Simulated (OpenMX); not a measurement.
# HgTe (Coloradoite) in OpenMX: the effect of volume scale

HgTe (Coloradoite):

```
Hg Te
1.0
     0.00000    3.08040    3.08040
     3.08040    0.00000    3.08040
     3.08040    3.08040    0.00000
Hg Te
1 1
Direct
  0.00000 0.00000 0.00000
  0.75000 0.75000 0.75000
```

Alike in all runs:

| Property | Result |
| --- | --- |
| Program | OpenMX 3.8.5 |
| Task | band structure |
| Functional | PBE |
| Potentials or basis | OpenMX 2013 PBE set, Hg8.0-s3p2d2f1, Te7.0-s3p2d2f1, grid cutoff 500 Ry |
| k mesh | 5 × 5 × 5 |
| Occupations | fermi-dirac, width 0.05 eV |
| Spin | no spin polarisation |

Problem. One run gave: pressure 12.7 GPa. Which volume scale did it use?
A. 1.08
B. 0.88
C. 1
D. 0.92
E. 1.04

Solution. D.

```csv
volume scale,pressure (GPa)
0.88,16.8
0.92,12.7
0.96,9.4
1,6.8
1.04,4.5
1.08,2.8
```

Caveats: the basis of atomic orbitals isn't converged, which shifts pressures, moduli and gaps.
